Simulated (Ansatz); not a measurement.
## AgBr (Fm-3m) under several functionals

**What was measured.**

From a printed reference work, data compilation, for a bulk crystal of AgBr at 299.15 K: lattice constant a 5.7745 Å.

Plane-wave DFT in Ansatz with scalar-relativistic PAW potentials. The same structure was relaxed (cell and atoms, symmetry kept) in separate runs at each level. No spin polarisation.

Q: How do the levels LDA, PBE, PBE+D3(BJ), PBEsol, r2SCAN compare?

A:
| level | cutoff (eV) | k mesh | V (Å³/atom) | a (Å) | gap (eV) | B0 (GPa) |
| --- | --- | --- | --- | --- | --- | --- |
| LDA | 420 | 8×8×8 | 21.766 | 5.584 | 0.38 | – |
| PBEsol | 420 | 10×10×10 | 22.850 | 5.675 | 0.50 | – |
| PBE+D3(BJ) | 420 | 8×8×8 | 23.541 | 5.732 | 0.67 | – |
| r2SCAN | 500 | 8×8×8 | 24.202 | 5.785 | 1.29 | 45 |
| PBE | 420 | 8×8×8 | 24.940 | 5.843 | 0.69 | 39 |

The usual order of volumes, LDA < PBEsol < PBE, holds here (21.766, 22.850, 24.940 Å³/atom). As a rule LDA overbinds; PBEsol, built on the gradient expansion of slowly varying densities, lies between LDA and PBE; PBE's stronger gradient term for exchange weakens bonds. Adding D3 to PBE changes the volume by -5.6 %; the term is attractive, so it pulls cells in. In ionic crystals its C6 for cations, set by coordination number and not by charge, is often too large, so it can pull in too far. r2SCAN lies 3.0 % under PBE in volume. B0 goes from 45.4 to 38.7 GPa as the volume grows by 3.0 %; on one curve with B' = 5.3 the volume alone, B ∝ V^(−B'), would give 38.8 GPa, and the rest of the difference is the functional's own stiffness. Each gap belongs to its own cell, so it mixes the functional's effect with that of the volume; gaps are the least found on the k mesh or on a band path.

For PBE: A measured lattice constant a of AgBr is 5.7745 Å (299.15 K; a printed reference work, data compilation); the calculated 5.843 Å misses it by +1.2 %. The calculations are for 0 K without zero-point motion.